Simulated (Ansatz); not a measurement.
# Relaxing Ti₃C

These are results of Ansatz, DFT r2SCAN, scalar-relativistic, plane waves, PAW, not measurements. Cutoff 500 eV, Γ-centred k mesh, Gaussian smearing, no spin polarisation in the final step.

Ti₃C was placed on the anti-ReO3 structure type (Pm-3m, No. 221), with C in place of Re, Ti in place of O, at a guessed volume.

```
Ti C
1.0
     4.01298    0.00000    0.00000
     0.00000    4.01298    0.00000
     0.00000    0.00000    4.01298
Ti C
3 1
Direct
  0.50000 0.00000 0.00000
  0.00000 0.50000 0.00000
  0.00000 0.00000 0.50000
  0.00000 0.00000 0.00000
```

Cell and atoms relax at zero pressure; the relaxation can't lower the symmetry of the start. After a coarse first stage the cell is made exact in the group found at 0.06 Å.

The zero of energy is the elements' standard structures at the same level; no fitted shifts are applied.

Question: Describe the relaxed structure.

Answer: It keeps Pm-3m (No. 221). The result has the ReO3 structure. Conventional cell: a = 4.164 Å. Ti is coordinated by 2 C at 2.08 Å; around C lie 6 Ti at 2.08 Å.

Space group Pm-3m (No. 221). a = 4.164 Å, b = 4.164 Å, c = 4.164 Å, α = 90.00°, β = 90.00°, γ = 90.00°
| atom | site | symmetry | x | y | z |
| --- | --- | --- | --- | --- | --- |
| Ti | 3d | 4/mm.m | 0.5000 | 0.0000 | 0.0000 |
| C | 1a | m-3m | 0.0000 | 0.0000 | 0.0000 |

Question: What are its volume, energy, density and gap?

Answer: The volume per atom is 18.06 Å³ and the density is 3.58 g/cm³. The energy over the elements is 0.28 eV/atom. The gap on the 12×12×12 mesh is 0 eV (a metal).

The final run used a 12×12×12 mesh on its 4-atom cell and 0.10 eV smearing. For metals, differences of a few meV/atom aren't resolved. Symmetry constrained the relaxation, so the result can be a saddle point. The steps took about 90 core-seconds in all.

Cost: 3 runs of about 1.4 core-minutes in all, on Intel Xeon Platinum 8259CL (Skylake/Cascade Lake) (shared hosts).